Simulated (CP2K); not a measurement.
# GaP (R-3m) in CP2K: notebook

Aim: see how the results for GaP move with the level of theory and the settings. Levels: PBE, LDA. Tasks: single point.

All numbers are computed with CP2K 2026.2; they aren't measurements. Logs are shortened: lines on timing, memory, paths and dates and some standing lists are left out, and cuts for length are marked.

**1. Starting point**

The structure is trigonal, space group R-3m (No. 166). The conventional cell has a = 3.886 Å, b = 3.886 Å, c = 19.292 Å, α = 90.00°, β = 90.00°, γ = 120.00°. Ga (site symmetry 3m) is surrounded by 3 P at 2.40 Å and 1 Ga at 2.49 Å. P (site symmetry 3m) has 1 P at 2.21 Å and 3 Ga at 2.40 Å as nearest neighbours.

Measurements of this composition are mostly on another form, of space group No. 216.

**2. Single point, PBE**

gap_scf.inp

```
&GLOBAL
  PROJECT gap_scf
  RUN_TYPE ENERGY_FORCE
  PRINT_LEVEL LOW
&END GLOBAL
&FORCE_EVAL
  METHOD QS
  STRESS_TENSOR ANALYTICAL
  &DFT
    BASIS_SET_FILE_NAME BASIS_MOLOPT_UZH
    POTENTIAL_FILE_NAME POTENTIAL_UZH
    &MGRID
      CUTOFF 675
      REL_CUTOFF 60
      NGRIDS 4
    &END MGRID
    &QS
      METHOD GPW
      EPS_DEFAULT 1.0E-9
    &END QS
    &KPOINTS
      SCHEME MONKHORST-PACK 8 8 8
      GAMMA_CENTERED T
      SYMMETRY T
      SYMMETRY_BACKEND SPGLIB
    &END KPOINTS
    &SCF
      SCF_GUESS ATOMIC
      EPS_SCF 1.0E-6
      MAX_SCF 100
      ADDED_MOS 14
      CHOLESKY OFF
      EPS_EIGVAL 1.0E-7
      &DIAGONALIZATION ON
        ALGORITHM STANDARD
      &END DIAGONALIZATION
      &MIXING ON
        METHOD BROYDEN_MIXING
        ALPHA 0.4
        BETA 1.5
        NBUFFER 8
      &END MIXING
      &SMEAR ON
        METHOD FERMI_DIRAC
        ELECTRONIC_TEMPERATURE [K] 580.226
      &END SMEAR
    &END SCF
    &XC
      &XC_FUNCTIONAL
        &GGA_X_PBE
        &END GGA_X_PBE
        &GGA_C_PBE
        &END GGA_C_PBE
      &END XC_FUNCTIONAL
    &END XC
    &PRINT
      &KPOINTS ON
      &END KPOINTS
      &MULLIKEN ON
      &END MULLIKEN
      &MO ON
        ENERGIES T
        OCCUPATION_NUMBERS T
        &EACH
          QS_SCF 0
        &END EACH
        ADD_LAST NUMERIC
      &END MO
    &END PRINT
  &END DFT
  &SUBSYS
    &CELL
      A 6.8109516596 0.0000000000 0.0000000000
      B 5.7023524033 3.7245455532 0.0000000000
      C 5.7023524033 1.6972872376 3.3153364249
      PERIODIC XYZ
    &END CELL
    &COORD
      SCALED
      Ga  0.5646280000 0.5646280000 0.5646280000
      Ga  0.4353720000 0.4353720000 0.4353720000
      P   0.9426110000 0.9426110000 0.9426110000
      P   0.0573890000 0.0573890000 0.0573890000
    &END COORD
    &KIND Ga
      BASIS_SET TZVP-MOLOPT-PBE-GTH-q13
      POTENTIAL GTH-PBE-q13
    &END KIND
    &KIND P
      BASIS_SET TZVP-MOLOPT-PBE-GTH-q5
      POTENTIAL GTH-PBE-q5
    &END KIND
    &PRINT
      &ATOMIC_COORDINATES ON
      &END ATOMIC_COORDINATES
      &CELL ON
      &END CELL
    &END PRINT
  &END SUBSYS
  &PRINT
    &FORCES ON
    &END FORCES
    &STRESS_TENSOR ON
    &END STRESS_TENSOR
  &END PRINT
&END FORCE_EVAL
```

Potentials or basis: POTENTIAL_UZH Ga GTH-PBE-q13, P GTH-PBE-q5; TZVP-MOLOPT-PBE-GTH basis.

Launch:

```console
$ OMP_NUM_THREADS=1 cp2k.psmp -i gap_scf.inp -o gap_scf.out
```

gap_scf.out:

```text

 CP2K| version string:                                       CP2K version 2026.2
 CP2K| Input file name                                               gap_scf.inp

 GLOBAL| Force Environment number                                              1
 GLOBAL| Basis set file name                                    BASIS_MOLOPT_UZH
 GLOBAL| Potential file name                                       POTENTIAL_UZH
 GLOBAL| MM Potential file name                                     MM_POTENTIAL
 GLOBAL| Coordinate file name                                      __STD_INPUT__
 GLOBAL| Method name                                                        CP2K
 GLOBAL| Project name                                                    gap_scf
 GLOBAL| Run type                                                   ENERGY_FORCE
 GLOBAL| FFT library                                                       FFTW3
[... 8 lines left out ...]
 GLOBAL| CPU model name                                                  UNKNOWN

 CELL| Volume [angstrom^3]:                                            84.102459
 CELL| Vector a [angstrom]:       6.811     0.000     0.000   |a| =     6.810952
 CELL| Vector b [angstrom]:       5.702     3.725     0.000   |b| =     6.810952
 CELL| Vector c [angstrom]:       5.702     1.697     3.315   |c| =     6.810952
 CELL| Angle (b,c), alpha [degree]:                                    33.150942
 CELL| Angle (a,c), beta  [degree]:                                    33.150942
 CELL| Angle (a,b), gamma [degree]:                                    33.150942
 CELL| Numerically orthorhombic:                                              NO
 CELL| Periodicity                                                           XYZ

 CELL_REF| Volume [angstrom^3]:                                        84.102459
 CELL_REF| Vector a [angstrom     6.811     0.000     0.000   |a| =     6.810952
 CELL_REF| Vector b [angstrom     5.702     3.725     0.000   |b| =     6.810952
 CELL_REF| Vector c [angstrom     5.702     1.697     3.315   |c| =     6.810952
 CELL_REF| Angle (b,c), alpha [degree]:                                33.150942
 CELL_REF| Angle (a,c), beta  [degree]:                                33.150942
 CELL_REF| Angle (a,b), gamma [degree]:                                33.150942
 CELL_REF| Numerically orthorhombic:                                          NO
 CELL_REF| Periodicity                                                       XYZ
[... 10 lines left out ...]

  Total number of            - Atomic kinds:                                   2
                             - Atoms:                                          4
                             - Shell sets:                                     4
                             - Shells:                                        34
                             - Primitive Cartesian functions:                 20
                             - Cartesian basis functions:                    116
                             - Spherical basis functions:                    102

  Maximum angular momentum of- Orbital basis functions:                        3
                             - Local part of the GTH pseudopotential:          0
                             - Non-local part of the GTH pseudopotential:      4

 MODULE QUICKSTEP: ATOMIC COORDINATES IN ANGSTROM

   Atom Kind Element         X             Y             Z       Z(eff)     Mass
      1    1 Ga   31     10.285070      3.061319      1.871932  13.0000  69.7230
      2    1 Ga   31      7.930587      2.360514      1.443405  13.0000  69.7230
      3    2 P    15     17.170278      5.110679      3.125073   5.0000  30.9738
      4    2 P    15      1.045378      0.311154      0.190264   5.0000  30.9738

 SCF PARAMETERS         Density guess:                                    ATOMIC
[... 9 lines left out ...]
                        --------------------------------------------------------
                        level_shift [a.u.]:                             0.000000
                        added MOs                                        14    0
                        --------------------------------------------------------
                        Mixing method:                            BROYDEN_MIXING
[... 11 lines left out ...]
 *******************************************************************************
 BRILLOUIN| K-point scheme                                        Monkhorst-Pack
 BRILLOUIN| K-Point grid                                             8    8    8
 BRILLOUIN| Gamma-centered k-point mesh                                     ON
 BRILLOUIN| K-point symmetry accuracy                               0.100000E-05
 BRILLOUIN| K-Point point group symmetrization                                ON
 BRILLOUIN| Symmetry backend                                             SPGLIB
 BRILLOUIN| Symmetry reduction method                                    SPGLIB
 BRILLOUIN| Wavefunction type                                            COMPLEX
 BRILLOUIN| List of Kpoints [2 Pi/Bohr]                                       65
 BRILLOUIN| Number           Weight            X              Y              Z
 BRILLOUIN|     1           0.00391       -0.37500       -0.37500       -0.37500
 BRILLOUIN|     2           0.01172       -0.37500       -0.37500       -0.25000
 BRILLOUIN|     3           0.01172       -0.37500       -0.37500       -0.12500
 BRILLOUIN|     4           0.01172       -0.37500       -0.37500        0.00000
 BRILLOUIN|     5           0.01172       -0.37500       -0.37500        0.12500
 BRILLOUIN|     6           0.01172       -0.37500       -0.37500        0.25000
[... 32 lines left out ...]
 BRILLOUIN|    39           0.01172       -0.25000       -0.25000        0.50000
 BRILLOUIN|    40           0.01172       -0.25000       -0.12500       -0.12500
 [... further k-points ...]
 *******************************************************************************

 Extrapolation method: initial_guess

 Number of electrons:                                                         36
 Number of occupied orbitals:                                                 18
 Number of molecular orbitals:                                                32

 Number of orbital functions:                                                102
 Number of independent orbital functions:                                    102

 SCF WAVEFUNCTION OPTIMIZATION

  Step     Update method      Time    Convergence         Total energy    Change
  ------------------------------------------------------------------------------
     1 NoMix/Diag. 0.40E+00    8.2     0.92343452      -162.6483877826 -1.63E+02
     2 Broy./Diag. 0.40E+00   10.4     0.01975583      -162.3536737913  2.95E-01
     3 Broy./Diag. 0.40E+00   10.4     0.04740434      -162.2753087332  7.84E-02
     4 Broy./Diag. 0.40E+00   10.4     0.00644527      -162.3461095250 -7.08E-02
     5 Broy./Diag. 0.40E+00   10.5     0.00490295      -162.3834544330 -3.73E-02
     6 Broy./Diag. 0.40E+00   10.5     0.00269239      -162.3979894139 -1.45E-02
     7 Broy./Diag. 0.40E+00   10.5     0.00076441      -162.4026330168 -4.64E-03
     8 Broy./Diag. 0.40E+00   10.5     0.00068089      -162.4111911140 -8.56E-03
     9 Broy./Diag. 0.40E+00   10.4     0.00019315      -162.4154492942 -4.26E-03
    10 Broy./Diag. 0.40E+00   10.5     0.00012425      -162.4155761620 -1.27E-04
    11 Broy./Diag. 0.40E+00   10.5     0.00014061      -162.4153144535  2.62E-04
    12 Broy./Diag. 0.40E+00   10.5     0.00004197      -162.4151365724  1.78E-04
    13 Broy./Diag. 0.40E+00   10.4     0.00001884      -162.4149777785  1.59E-04
    14 Broy./Diag. 0.40E+00   10.4     0.00000629      -162.4149514947  2.63E-05
    15 Broy./Diag. 0.40E+00   10.4     0.00000140      -162.4149524557 -9.61E-07
    16 Broy./Diag. 0.40E+00   10.4     0.00000129      -162.4149539312 -1.48E-06
    17 Broy./Diag. 0.40E+00   10.4     0.00000013      -162.4149538804  5.08E-08

  *** SCF run converged in    17 steps ***

  Electronic density on regular grids:        -35.9999992147        0.0000007853
  Core density on regular grids:               35.9999999672       -0.0000000328
  Total charge density on r-space grids:        0.0000007525
  Total charge density g-space grids:           0.0000007525

  Overlap energy of the core charge distribution:               0.00000000069150
  Self energy of the core charge distribution:               -227.37982056573898
  Core Hamiltonian energy:                                     65.51601775678601
  Hartree energy:                                              23.22165051191732
  Exchange-correlation energy:                                -23.77280143633368
  Electronic entropic energy:                                  -0.00000014771316
  Fermi energy:                                                 0.18492449509539

  Total energy:                                              -162.41495388039132
  Total energy (extrapolated to T->0):                       -162.41495380653475

 MO| EIGENVALUES AND OCCUPATION NUMBERS FOR K POINT 1
 MO|
 MO|  Index      Eigenvalue [a.u.]        Eigenvalue [eV]             Occupation
 MO|      1              -0.374783             -10.198370               2.000000
 MO|      2              -0.370134             -10.071865               2.000000
 MO|      3              -0.370134             -10.071865               2.000000
 MO|      4              -0.369624             -10.057978               2.000000
 MO|      5              -0.369624             -10.057978               2.000000
 MO|      6              -0.367695             -10.005480               2.000000
[... 24 lines left out ...]
 MO|     31               0.534740              14.551021               0.000000
 MO|     32               0.566426              15.413228               0.000000
 MO| Sum:                                                              35.999989
 MO| E(Fermi):            0.184924 a.u.          5.032051 eV

 MO| EIGENVALUES AND OCCUPATION NUMBERS FOR K POINT 2
 MO|
 MO|  Index      Eigenvalue [a.u.]        Eigenvalue [eV]             Occupation
 MO|      1              -0.374656             -10.194921               2.000000
 MO|      2              -0.370483             -10.081350               2.000000
 MO|      3              -0.370226             -10.074352               2.000000
 MO|      4              -0.370153             -10.072372               2.000000
 MO|      5              -0.369346             -10.050409               2.000000
 MO|      6              -0.367786             -10.007959               2.000000
[... 447 lines left out ...]
 MO| EIGENVALUES AND OCCUPATION NUMBERS FOR K POINT 14
 MO|
 MO|  Index      Eigenvalue [a.u.]        Eigenvalue [eV]             Occupation
 MO|      1              -0.374053             -10.178488               2.000000
 MO|      2              -0.372852             -10.145816               2.000000
 MO|      3              -0.371178             -10.100255               2.000000
 MO|      4              -0.369921             -10.066057               2.000000
 MO|      5              -0.368761             -10.034484               2.000000
 MO|      6              -0.367885             -10.010658               2.000000
[... 24 lines left out ...]
 MO|     31               0.621803              16.920109               0.000000
 MO|     32               0.652024              17.742488               0.000000
 MO| Sum:                                                              36.000000
 MO| E(Fermi):            0.184924 a.u.          5.032051 eV

 [... the levels of further k-points ...]

 !-----------------------------------------------------------------------------!
                     Mulliken Population Analysis

 #  Atom  Element  Kind  Atomic population                           Net charge
       1     Ga       1         12.676029                              0.323971
       2     Ga       1         12.676032                              0.323968
       3     P        2          5.323970                             -0.323970
       4     P        2          5.323969                             -0.323969
 # Total charge                             36.000000                  0.000000

 !-----------------------------------------------------------------------------!

 ENERGY| Total FORCE_EVAL ( QS ) energy [hartree]           -162.414954414258688

 FORCES| Atomic forces [hartree/bohr]
 FORCES|   Atom     x               y               z               |f|
 FORCES|      1 -1.03742181E-03 -3.08813100E-04 -1.88808180E-04   1.09875296E-03
 FORCES|      2  1.03743794E-03  3.08799139E-04  1.88805074E-04   1.09876373E-03
 FORCES|      3 -1.07530141E-03 -3.20066108E-04 -1.95700645E-04   1.13886530E-03
 FORCES|      4  1.07528531E-03  3.20080077E-04  1.95703756E-04   1.13885456E-03
 FORCES| Sum     3.05828002E-11  9.16756948E-12  5.45453960E-12
 FORCES| Total atomic force                                       3.23898750E-11

 STRESS| Analytical stress tensor [bar]
 STRESS|                        x                   y                   z
 STRESS|      x        3.55288270814E+03  -1.90106785928E+01  -1.16620611334E+01
 STRESS|      y       -1.90106785928E+01   3.61059070950E+03  -3.27377682789E+00
 STRESS|      z       -1.16620611334E+01  -3.27377682789E+00   3.61391489812E+03
 STRESS| 1/3 Trace                                             3.59246277192E+03
 STRESS| Determinant                                           4.63574827857E+10

 STRESS| Eigenvectors and eigenvalues of the analytical stress tensor [bar]
 STRESS|                        1                   2                   3
 STRESS| Eigenvalues   3.54505297524E+03   3.61592433233E+03   3.61641100820E+03
 STRESS|      x           0.943544048859     -0.001211182783     -0.331244865469
 STRESS|      y           0.282348553861     -0.519977837392      0.806165208102
 STRESS|      z           0.173216402214      0.854178893241      0.490280018302
```

Wall time 3.3 min (1 thread of Arm Neoverse V1, shared host); peak memory 1.1 GiB.

What came out:

```yaml
Free_energy: -4419.5357 eV
Pressure: 0.4 GPa
Largest_force: 0.059 eV/Å
Band_gap_on_the_k_mesh: 0.82 eV, indirect (least direct gap 1.13 eV)
Mulliken_charges: Ga +0.32; P -0.32 e
```

Forces in eV/Å, atoms in the order of the input:
```
Ga  -0.053 -0.016 -0.010
Ga   0.053  0.016  0.010
P   -0.055 -0.016 -0.010
P    0.055  0.016  0.010
```

Caveat: Mulliken charges move with the basis; the basis of atomic orbitals isn't converged, which shifts pressures, moduli and gaps.

**3. Single point, LDA**

Edit gap_scf.inp of step 2 so:

```diff
@@ -49,6 +49,6 @@
       &XC_FUNCTIONAL
-        &GGA_X_PBE
-        &END GGA_X_PBE
-        &GGA_C_PBE
-        &END GGA_C_PBE
+        &LDA_X
+        &END LDA_X
+        &LDA_C_PW
+        &END LDA_C_PW
       &END XC_FUNCTIONAL
```

Potentials or basis: POTENTIAL_UZH Ga GTH-PBE-q13, P GTH-PBE-q5; TZVP-MOLOPT-PBE-GTH basis.

Launch:

```console
$ OMP_NUM_THREADS=1 cp2k.psmp -i gap_scf.inp -o gap_scf.out
```

Run time: 2.7 min. Hardware: 1 thread of Arm Neoverse V1, shared host; peak memory 1.1 GiB.

It converged, with:

```
Free energy            : -4405.6308 eV
Pressure               : -3.3 GPa
Largest force          : 0.276 eV/Å
Band gap on the k mesh : 0.69 eV, indirect (least direct gap 0.92 eV)
Mulliken charges       : Ga +0.25; P -0.25 e
```

Forces in eV/Å, atoms in the order of the input:
```
Ga  -0.097 -0.029 -0.018
Ga   0.097  0.029  0.018
P   -0.261 -0.078 -0.047
P    0.261  0.078  0.047
```

Stress tensor (GPa, compression positive):
```
-3.10  0.10  0.06
 0.10 -3.42  0.02
 0.06  0.02 -3.44
```

Levels at points of the mesh, in eV from the valence-band top:
```csv
k point,band 16,band 17,band 18,band 19,band 20,band 21
"(0.00, 0.00, 0.00)",-0.32,0.00,0.00,0.92,1.26,2.69
"(0.00, 0.00, 0.50)",-2.87,-2.80,-1.80,1.48,2.59,3.52
"(0.00, 0.50, 0.50)",-3.15,-1.24,-0.56,0.69,1.30,1.33
"(0.50, 0.50, 0.50)",-1.71,-0.28,-0.28,0.94,2.19,3.78
```

Caveat: Mulliken charges move with the basis; the potentials were made for another functional, which shifts forces and pressure; the basis of atomic orbitals isn't converged, which shifts pressures, moduli and gaps.
